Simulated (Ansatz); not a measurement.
Base system: BaSnO$_{3}$ in the cubic perovskite structure (space group Pm-3m, No. 221).

```
CELL_PARAMETERS angstrom
      4.17621     0.00000     0.00000
      0.00000     4.17621     0.00000
      0.00000     0.00000     4.17621
ATOMIC_POSITIONS crystal
  Ba 0.00000 0.00000 0.00000
  Sn 0.50000 0.50000 0.50000
  O  0.00000 0.50000 0.50000
  O  0.50000 0.50000 0.00000
  O  0.50000 0.00000 0.50000
```

Computed with PBE (Ansatz, a program for electronic structure, PAW, no spin-orbit coupling), earlier PAW set.

Base values:

| Quantity | Result |
|---|---|
| Shortest interatomic distance | 2.088 Å |
| Band gap | 0.48 eV |

The change: a hydrostatic pressure of 0.9 GPa.

Question: How does this affect the shortest interatomic distance and band gap?

Answer: The shortest interatomic distance decreases by 0.005 Å, from 2.088 Å to 2.083 Å; the band gap grows by 0.08 eV (0.48 eV → 0.56 eV).

Load acts through the strain it causes; cell and atoms are relaxed under it. No phonon test of stability was made.
